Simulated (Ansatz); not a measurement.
The system is Sb.

```
CELL_PARAMETERS angstrom
0.00000 2.37124 2.37124
2.37124 0.00000 2.37124
2.37124 2.37124 0.00000
ATOMIC_POSITIONS crystal
Sb 0.00000 0.00000 0.00000
```

This isn't the form of Sb at room conditions, which is rhombohedral.

Base run:

```yaml
Program: Ansatz 0.2.0
Functional: PBEsol
Potentials_or_basis: all-electron LAPW, scalar-relativistic
Cutoff: 156 eV
Density_cutoff: 625 eV
Basis_error_allowed: 0.001 eV/atom
k_mesh: 10 × 10 × 10
Occupations: fermi-dirac, width 0.05 eV
Spin: no spin polarisation
```

Its results: pressure -1.2 GPa.

Problem. The run is repeated on the same cell with these changes: k mesh from 10 × 10 × 10 to 8 × 8 × 8. What comes out?

Solution. Pressure -0.6 GPa.

Caveats: the k mesh is thin for a metal, which can move the energy by tens of meV per atom (some runs).

Not every run made on this cell is shown here.
